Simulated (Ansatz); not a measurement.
CoO:

```
Co O
1.0
     0.00000    2.13150    2.13150
     2.13150    0.00000    2.13150
     2.13150    2.13150    0.00000
Co O
1 1
Direct
  0.00000 0.00000 0.00000
  0.50000 0.50000 0.50000
```

Base run:

| Quantity | Value |
| --- | --- |
| Program | Ansatz 0.2.0 |
| Functional | PBE |
| Potentials or basis | Ansatz PAW |
| Cutoff | 420 eV (not typed: the program's choice for these potentials) |
| k mesh | 9 × 9 × 9 |
| Occupations | fermi-dirac, width 0.05 eV |
| Spin | collinear spin, ferromagnetic start |
| Starting moments | [1.0, 0.0] μB |
| Fixed moment | 1 μB |

Its results: pressure -15.4 GPa; site moments Co +0.97; O -0.03 μB.

**Question.** The run is repeated on the same cell with these changes: fixed moment from 1 μB to 2.5 μB; moments at the start from [1.0, 0.0] to [2.5, 0.0]. What comes out?

**Answer.** Pressure -5.5 GPa; site moments Co +2.19; O +0.19 μB.

Caveats: the total moment is fixed, so each spin has its own Fermi level; a cell with one magnetic atom can't hold antiferromagnetic order, which such compounds often take; the thresholds are loose for stress.
